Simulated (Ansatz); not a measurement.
Zincblende MgS, relaxed with r2SCAN in Ansatz. Space group F-43m (No. 216), cubic; a = 5.662 Å in the conventional setting, 22.69 Å³ an atom. Mg has 4 S at 2.45 Å; S has 4 Mg at 2.45 Å.

The axes x, y and z are those of this cell:
```
CELL_PARAMETERS angstrom
0.00000 2.83088 2.83088
2.83088 0.00000 2.83088
2.83088 2.83088 0.00000
ATOMIC_POSITIONS crystal
Mg 0.00000 0.00000 0.00000
S 0.25000 0.25000 0.25000
```

Unstrained: PBE gives a direct gap of 3.466 eV at Γ. r2SCAN gives a direct gap of 4.142 eV at Γ. With HSE06 the gap is 4.528 eV and direct, at Γ. Meshes: PBE 8×8×8, r2SCAN 8×8×8, HSE06 6×6×6. Strains are changes of length per length. After each strain the atoms were relaxed again with r2SCAN within the symmetry that the strain leaves, so tilts or polar shifts that break it weren't tested; points keep the names that they have in the unstrained zone. No spin polarisation. The prototype was imposed, so other structures may be more stable.

**Question.** Estimate what isotropic +0.38 % on every length does to the gap.

**Answer.** PBE: the gap goes from 3.466 to 3.410 eV (-0.056 eV). r2SCAN: the gap goes from 4.142 to 4.082 eV (-0.060 eV). HSE06: the gap goes from 4.528 to 4.467 eV (-0.061 eV). The r2SCAN energy rises by 0.5 meV an atom.

**Question.** One strain changed the r2SCAN stress by xx -1.35, yy -1.35, zz 0.00 GPa (compression positive) and the gap by -0.195 eV (PBE), -0.201 eV (r2SCAN), -0.204 eV (HSE06). Which kind of strain was it, and roughly how large?

**Answer.** Epitaxial +2.87 % in the xy plane, free normal strain -4.27 %. The pattern of the stress gives the kind; the size needs the stiffness, so it is an estimate.

**Question.** One strain changed the r2SCAN stress by xx +2.70, yy +2.70, zz +2.70, xy -1.37, xz -1.37, yz -1.37 GPa (compression positive) and the gap by +0.005 eV (PBE), -0.050 eV (r2SCAN), +0.010 eV (HSE06). Which kind of strain was it, and roughly how large?

**Answer.** Epitaxial -3.39 % in the plane normal to [111], free normal strain +2.58 %. The pattern of the stress gives the kind; the size needs the stiffness, so it is an estimate.

The meshes of the hybrids are coarse, so their gaps aren't converged to the digits shown.
